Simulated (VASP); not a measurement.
# InAs (Fm-3m) in VASP: notebook

Runs on InAs. Level: PBE. Tasks: Wannier functions by SCDM, RPA correlation energy.

All numbers are computed with VASP 6.6.1; they aren't measurements. Logs are shortened: lines on timing, memory, paths and dates and some standing lists are left out, and cuts for length are marked.

### Step 1. The crystal as given

The structure is cubic, space group Fm-3m (No. 225). The conventional cell has a = 5.755 Å, b = 5.755 Å, c = 5.755 Å, α = 90.00°, β = 90.00°, γ = 90.00°. Around In (site symmetry m-3m) lie 6 As at 2.88 Å. As (site symmetry m-3m) is surrounded by 6 In at 2.88 Å.

Measurements of this composition are mostly on another form, of space group No. 216.

### Step 2. Wannier functions by SCDM, PBE

File POSCAR:

```
InAs
1.0
    0.0000000000      2.8773040000      2.8773040000
    2.8773040000      0.0000000000      2.8773040000
    2.8773040000      2.8773040000      0.0000000000
In As
1 1
Direct
    0.5000000000      0.5000000000      0.5000000000
    0.0000000000      0.0000000000      0.0000000000
```

File INCAR.step1:

```
PREC = Accurate
ENCUT = 520
EDIFF = 1E-7
ISMEAR = 0
SIGMA = 0.02
LREAL = False
LASPH = True
NELM = 100
ALGO = Fast
ISIF = 2
LWAVE = True
LCHARG = True
GGA = PE
```

File INCAR.step2:

```
PREC = Accurate
ENCUT = 520
EDIFF = 1E-7
ISMEAR = 0
SIGMA = 0.02
LREAL = False
LASPH = True
NELM = 100
ALGO = Fast
ISIF = 2
LWAVE = False
LCHARG = False
GGA = PE
ISTART = 1
ICHARG = 11
ISYM = -1
NUM_WANN = 9
LSCDM = True
```

File KPOINTS:

```
Automatic mesh
0
Gamma
  4 4 4
```

File KPOINTS_OPT:

```
path GXWKGLUWLK,UX
12
line-mode
reciprocal
 0.0000000000  0.0000000000  0.0000000000  G
 0.5000000000  0.0000000000  0.5000000000  X

 0.5000000000  0.0000000000  0.5000000000  X
 0.5000000000  0.2500000000  0.7500000000  W

 0.5000000000  0.2500000000  0.7500000000  W
 0.3750000000  0.3750000000  0.7500000000  K

 0.3750000000  0.3750000000  0.7500000000  K
 0.0000000000  0.0000000000  0.0000000000  G

 0.0000000000  0.0000000000  0.0000000000  G
 0.5000000000  0.5000000000  0.5000000000  L

 0.5000000000  0.5000000000  0.5000000000  L
 0.6250000000  0.2500000000  0.6250000000  U

 0.6250000000  0.2500000000  0.6250000000  U
 0.5000000000  0.2500000000  0.7500000000  W

 0.5000000000  0.2500000000  0.7500000000  W
 0.5000000000  0.5000000000  0.5000000000  L

 0.5000000000  0.5000000000  0.5000000000  L
 0.3750000000  0.3750000000  0.7500000000  K

 0.6250000000  0.2500000000  0.6250000000  U
 0.5000000000  0.0000000000  0.5000000000  X
```

File KPOINTS_WAN:

```
path GXWKGLUWLK,UX
12
line-mode
reciprocal
 0.0000000000  0.0000000000  0.0000000000  G
 0.5000000000  0.0000000000  0.5000000000  X

 0.5000000000  0.0000000000  0.5000000000  X
 0.5000000000  0.2500000000  0.7500000000  W

 0.5000000000  0.2500000000  0.7500000000  W
 0.3750000000  0.3750000000  0.7500000000  K

 0.3750000000  0.3750000000  0.7500000000  K
 0.0000000000  0.0000000000  0.0000000000  G

 0.0000000000  0.0000000000  0.0000000000  G
 0.5000000000  0.5000000000  0.5000000000  L

 0.5000000000  0.5000000000  0.5000000000  L
 0.6250000000  0.2500000000  0.6250000000  U

 0.6250000000  0.2500000000  0.6250000000  U
 0.5000000000  0.2500000000  0.7500000000  W

 0.5000000000  0.2500000000  0.7500000000  W
 0.5000000000  0.5000000000  0.5000000000  L

 0.5000000000  0.5000000000  0.5000000000  L
 0.3750000000  0.3750000000  0.7500000000  K

 0.6250000000  0.2500000000  0.6250000000  U
 0.5000000000  0.0000000000  0.5000000000  X
```

Potentials or basis: VASP PAW PBE potentials, release 64 (In_d, As).

On the command line:

```
$ cat potpaw_PBE.64/In_d/POTCAR potpaw_PBE.64/As/POTCAR > POTCAR
$ cp INCAR.step1 INCAR
$ mpirun -np 1 vasp_std > vasp.out
$ cp INCAR.step2 INCAR
$ mpirun -np 1 vasp_std > vasp.out
```

OUTCAR:

```text
PREC = Accurate
   ENCUT = 520
   EDIFF = 1E-7
   ISMEAR = 0
   LREAL = False
   LASPH = True
   NELM = 100
   ISIF = 2
   GGA = PE
   ISTART = 1
   ICHARG = 11
   ISYM = -1

 ion  position               nearest neighbor table
   1  0.500  0.500  0.500-   2 2.88   2 2.88   2 2.88   2 2.88   2 2.88   2 2.88
   2  0.000  0.000  0.000-   1 2.88   1 2.88   1 2.88   1 2.88   1 2.88   1 2.88

IMPORTANT INFORMATION: All symmetrisations will be switched off!
NOSYMM: (Re-)initialisation of all symmetry stuff for point group C_1.

----------------------------------------------------------------------------------------

                                     Primitive cell

  volume of cell :      47.6417

  direct lattice vectors                    reciprocal lattice vectors
     0.000000000  2.877304000  2.877304000    -0.173773783  0.173773783  0.173773783
     2.877304000  0.000000000  2.877304000     0.173773783 -0.173773783  0.173773783
     2.877304000  2.877304000  0.000000000     0.173773783  0.173773783 -0.173773783

  length of vectors
     4.069122340  4.069122340  4.069122340     0.300985021  0.300985021  0.300985021

  position of ions in fractional coordinates (direct lattice)
     0.500000000  0.500000000  0.500000000
     0.000000000  0.000000000  0.000000000

  ion indices of the primitive-cell ions
   primitive index   ion index
                 1           1
                 2           2

----------------------------------------------------------------------------------------

 KPOINTS: Automatic mesh

Automatic generation of k-mesh.
 Grid dimensions read from file:
 generate k-points for:    4    4    4

 Generating k-lattice:

  Cartesian coordinates                     Fractional coordinates (reciprocal lattice)
    -0.043443446  0.043443446  0.043443446     0.250000000  0.000000000  0.000000000
     0.043443446 -0.043443446  0.043443446     0.000000000  0.250000000  0.000000000
     0.043443446  0.043443446 -0.043443446     0.000000000  0.000000000  0.250000000

  Length of vectors
     0.075246255  0.075246255  0.075246255

  Shift w.r.t. Gamma in fractional coordinates (k-lattice)
     0.000000000  0.000000000  0.000000000

 Subroutine IBZKPT returns following result:
 ===========================================

 Found     64 irreducible k-points:

 Following reciprocal coordinates:
            Coordinates               Weight
  0.000000  0.000000  0.000000      1.000000
  0.250000  0.000000  0.000000      1.000000
  0.500000  0.000000  0.000000      1.000000
 -0.250000  0.000000  0.000000      1.000000
  0.000000  0.250000  0.000000      1.000000
  0.250000  0.250000  0.000000      1.000000
[... 16 lines left out ...]
  0.500000  0.250000  0.250000      1.000000
 -0.250000  0.250000  0.250000      1.000000
 [... further k-points ...]
   k-points           NKPTS =     64   k-points in BZ     NKDIM =     64   number of bands    NBANDS=     13
   number of dos      NEDOS =    301   number of ions     NIONS =      2
   total plane-waves  NPLWV =  27000
   dimension x,y,z NGX =    30 NGY =   30 NGZ =   30
   dimension x,y,z NGXF=    60 NGYF=   60 NGZF=   60
   ions per type =               1   1
   NGX,Y,Z   is equivalent  to a cutoff of  12.26, 12.26, 12.26 a.u.
   NGXF,Y,Z  is equivalent  to a cutoff of  24.51, 24.51, 24.51 a.u.
 SYSTEM =  unknown system
   PREC   = accura    normal or accurate (medium, high low for compatibility)
   ISTART =      1    job   : 0-new  1-cont  2-samecut
   ICHARG =     11    charge: 1-file 2-atom 10-const
   ISPIN  =      1    spin polarized calculation?
   LNONCOLLINEAR =      F non collinear calculations
   LSORBIT =      F    spin-orbit coupling
   LASPH  =      T    aspherical Exc in radial PAW
   ENCUT  =  520.0 eV  38.22 Ry    6.18 a.u.   7.57  7.57  7.57*2*pi/ulx,y,z
   NELM   =    100;   NELMIN=  2; NELMDL=  0     # of ELM steps
   EDIFF  = 0.1E-06   stopping-criterion for ELM
   LREAL  =      F    real-space projection
   EDIFFG = 0.1E-05   stopping-criterion for IOM
   NSW    =      0    number of steps for IOM
   IBRION =     -1    ionic relax: 0-MD 1-quasi-New 2-CG
   NFREE  =      0    steps in history (QN), initial steepest desc. (CG)
   ISIF   =      2    stress and relaxation
   ISYM   =     -1    0-nonsym 1-usesym 2-fastsym
   POTIM  = 0.5000    time-step for ionic-motion
   TEBEG  =    0.0;   TEEND  =   0.0 temperature during run
   PSTRESS=    0.0 pullay stress
   NELECT =      18.0000    total number of electrons
   NUPDOWN=      -1.0000    fix difference up-down
   EMIN   =  10.00;   EMAX   =-10.00  energy-range for DOS
   EFERMI =   0.00;   METHOD = LEGACY
   ISMEAR =     0;   SIGMA  =   0.02  broadening in eV -4-tet -1-fermi 0-gaus
   EFERMI_NEDOS =   21; number of points for ismear=-14 and -15
   IALGO  =     68    algorithm
   IMIX   =      4    mixing-type and parameters
     AMIX     =   0.40;   BMIX     =  1.00
     AMIX_MAG =   1.60;   BMIX_MAG =  1.00
  volume/ion in A,a.u.               =      23.82       160.75
  Fermi-wavevector in a.u.,A,eV,Ry     =   1.183505  2.236499 19.057448  1.400683
  Thomas-Fermi vector in A             =   2.319738
   LORBIT       =      0    0 simple, 1 ext, 2 COOP (PROOUT), +10 PAW based schemes
   GGA     = PE    functional components
   LHFCALC =     F    Hartree Fock is set to
   AEXX    =    0.0000 exact exchange contribution
   IVDW    =     0    specifies the selected vdW correction
   LEPSILON=     F    determine dielectric tensor
   LRPA    =     F    only Hartree local field effects (RPA)
 non-spin polarized calculation
 RMM-DIIS sequential band-by-band and
 Gauss-broadening in eV      SIGMA  =   0.02
  energy-cutoff  :      520.00
  volume of cell :       47.64
 maximum number of plane-waves:      1299

 number of electron      18.0000002 magnetization

 Free energy of the ion-electron system (eV)
  ---------------------------------------------------
  ext. energy  EPLUGINS =         0.00000000
  ---------------------------------------------------
  free energy    TOTEN  =        -6.97736237 eV

  energy without entropy =       -6.97445123  energy(sigma->0) =       -6.97590680

 E-fermi :   6.1943     XC(G=0): -10.0732

 val. band max:        5.9455325177   @ k =   0.0000   0.0000   0.2500
 cond. band min:       6.2103848716   @ k =   0.5000   0.5000   0.5000
 fundamental gap:      0.2648523540
 Fermi energy:         6.1942819301

 k-point     1 :       0.0000    0.0000    0.0000
  band No.  band energies     occupation
      1      -8.5130      2.00000
      2      -8.5130      2.00000
      3      -8.4949      2.00000
      4      -8.4949      2.00000
      5      -8.4949      2.00000
      6      -6.0817      2.00000
      7       5.3085      2.00000
      8       5.8203      2.00000
      9       5.8203      2.00000
     10       5.8203      2.00000
     11      13.1217      0.00000
     12      13.1217      0.00000
     13      13.1217      0.00000

 k-point     2 :       0.2500    0.0000    0.0000
  band No.  band energies     occupation
      1      -8.5359      2.00000
      2      -8.5359      2.00000
      3      -8.4964      2.00000
      4      -8.4690      2.00000
      5      -8.4690      2.00000
      6      -5.4281      2.00000
      7       1.7105      2.00000
      8       5.9455      2.00000
      9       5.9455      2.00000
     10       8.1019      0.00000
     11      10.7039      0.00000
     12      10.7039      0.00000
     13      10.9693      0.00000

 k-point     3 :       0.5000    0.0000    0.0000
  band No.  band energies     occupation
      1      -8.5606      2.00000
      2      -8.5606      2.00000
      3      -8.4999      2.00000
      4      -8.4407      2.00000
      5      -8.4407      2.00000
      6      -4.3753      2.00000
      7      -0.5739      2.00000
      8       6.2104      0.25484
      9       6.2104      0.25484
     10       8.0897      0.00000
     11       9.1844      0.00000
     12       9.1844      0.00000
     13      10.3437      0.00000

 k-point     4 :      -0.2500    0.0000    0.0000
  band No.  band energies     occupation
      1      -8.5359      2.00000
      2      -8.5359      2.00000
      3      -8.4964      2.00000
      4      -8.4690      2.00000
      5      -8.4690      2.00000
      6      -5.4281      2.00000
      7       1.7105      2.00000
      8       5.9455      2.00000
      9       5.9455      2.00000
     10       8.1019      0.00000
     11      10.7039      0.00000
     12      10.7039      0.00000
     13      10.9693      0.00000

 k-point     5 :       0.0000    0.2500    0.0000
  band No.  band energies     occupation
      1      -8.5359      2.00000
      2      -8.5359      2.00000
      3      -8.4964      2.00000
      4      -8.4690      2.00000
      5      -8.4690      2.00000
      6      -5.4281      2.00000
      7       1.7105      2.00000
      8       5.9455      2.00000
      9       5.9455      2.00000
     10       8.1019      0.00000
     11      10.7039      0.00000
     12      10.7039      0.00000
     13      10.9693      0.00000
[... 257 lines left out ...]
 k-point    22 :       0.2500    0.2500    0.2500
  band No.  band energies     occupation
      1      -8.5359      2.00000
      2      -8.5359      2.00000
      3      -8.4964      2.00000
      4      -8.4690      2.00000
      5      -8.4690      2.00000
      6      -5.4281      2.00000
      7       1.7105      2.00000
      8       5.9455      2.00000
      9       5.9455      2.00000
     10       8.1019      0.00000
     11      10.7039      0.00000
     12      10.8468      0.00000
     13      13.9044      0.00000

 k-point    23 :       0.5000    0.2500    0.2500
  band No.  band energies     occupation
      1      -8.5889      2.00000
      2      -8.5461      2.00000
      3      -8.4813      2.00000
      4      -8.4635      2.00000
      5      -8.4543      2.00000
      6      -4.4582      2.00000
      7       0.6368      2.00000
      8       3.2581      2.00000
      9       5.9410      2.00000
     10       7.9108      0.00000
     11      10.0987      0.00000
     12      10.4683      0.00000
     13      14.7188      0.00000

 k-point    24 :      -0.2500    0.2500    0.2500
  band No.  band energies     occupation
      1      -8.6578      2.00000
      2      -8.5186      2.00000
      3      -8.5017      2.00000
      4      -8.4489      2.00000
      5      -8.4320      2.00000
      6      -4.0074      2.00000
      7       0.4202      2.00000
      8       3.3590      2.00000
      9       4.6397      2.00000
     10       6.2106      0.24837
     11      11.2250      0.00000
     12      12.0310      0.00000
     13      12.8235      0.00000

 [... further k-points ...]

------------------------ aborting loop because EDIFF is reached ----------------------------------------

  FORCE on cell =-STRESS in cart. coord.  units (eV):
  Direction    XX          YY          ZZ          XY          YZ          ZX
  --------------------------------------------------------------------------------------
  -------------------------------------------------------------------------------------
  Total        0.2309095      0.2309790      0.2309604      0.0000610     -0.0000009      0.0000337
  in kB        7.7654231      7.7677620      7.7671336      0.0020525     -0.0000299      0.0011320
  external PRESSURE =       7.7667729 kB  Pullay stress =       0.0000000 kB

 VOLUME and BASIS-vectors are now :
 -----------------------------------------------------------------------------
  energy-cutoff  :      520.00
  volume of cell :       47.64
      direct lattice vectors                 reciprocal lattice vectors
     0.000000000  2.877304000  2.877304000    -0.173773783  0.173773783  0.173773783
     2.877304000  0.000000000  2.877304000     0.173773783 -0.173773783  0.173773783
     2.877304000  2.877304000  0.000000000     0.173773783  0.173773783 -0.173773783

 POSITION                                       TOTAL-FORCE (eV/Angst)
 -----------------------------------------------------------------------------------
      2.87730      2.87730      2.87730        -0.000000     -0.000000      0.000000
      0.00000      0.00000      0.00000         0.000000      0.000000     -0.000000
 -----------------------------------------------------------------------------------
    total drift:                               -0.000000     -0.000001      0.000000

  FREE ENERGIE OF THE ION-ELECTRON SYSTEM (eV)
  ---------------------------------------------------
  free  energy   TOTEN  =        -6.9773623697 eV

  energy  without entropy=       -6.9744512281  energy(sigma->0) =       -6.97590680
```

Run time: 1.9 min. Hardware: 1 thread of Intel Xeon Platinum 8488C (Sapphire Rapids), shared host; peak memory 0.22 GiB.

What came out:

| Item | Value |
| --- | --- |
| Band gap along the path | none (metal or under the smearing width) |

Levels at the corners of the path, in eV from the Fermi level:
| point | band 7 | band 8 | band 9 | band 10 | band 11 | band 12 |
| --- | --- | --- | --- | --- | --- | --- |
| Γ | -0.89 | -0.37 | -0.37 | -0.37 | 6.93 | 6.93 |
| X | -4.92 | -3.23 | -2.43 | -2.43 | 3.63 | 8.95 |
| X | -4.92 | -3.23 | -2.43 | -2.43 | 3.63 | 8.95 |
| W | -5.02 | -3.91 | -3.91 | 1.99 | 3.80 | 6.61 |
| W | -5.02 | -3.91 | -3.91 | 1.99 | 3.80 | 6.61 |
| K | -5.32 | -4.38 | -1.79 | -0.37 | 5.28 | 6.47 |
| K | -5.32 | -4.38 | -1.79 | -0.37 | 5.28 | 6.47 |
| Γ | -0.89 | -0.37 | -0.37 | -0.37 | 6.93 | 6.93 |
| Γ | -0.89 | -0.37 | -0.37 | -0.37 | 6.93 | 6.93 |
| L | -6.77 | 0.02 | 0.02 | 1.90 | 2.99 | 2.99 |
| L | -6.77 | 0.02 | 0.02 | 1.90 | 2.99 | 2.99 |
| U | -5.32 | -4.38 | -1.79 | -0.37 | 5.28 | 6.47 |
| U | -5.32 | -4.38 | -1.79 | -0.37 | 5.28 | 6.47 |
| W | -5.02 | -3.91 | -3.91 | 1.99 | 3.80 | 6.61 |
| W | -5.02 | -3.91 | -3.91 | 1.99 | 3.80 | 6.61 |
| L | -6.77 | 0.02 | 0.02 | 1.90 | 2.99 | 2.99 |
| L | -6.77 | 0.02 | 0.02 | 1.90 | 2.99 | 2.99 |
| K | -5.32 | -4.38 | -1.79 | -0.37 | 5.28 | 6.47 |
| U | -5.32 | -4.38 | -1.79 | -0.37 | 5.28 | 6.47 |
| X | -4.92 | -3.23 | -2.43 | -2.43 | 3.63 | 8.95 |

Caveat: the k mesh is coarse (spacing up to 0.47 Å⁻¹), so the values aren't converged; spin-orbit coupling is left out, which moves the levels of the heavy elements.

[end of part 1 of 2]
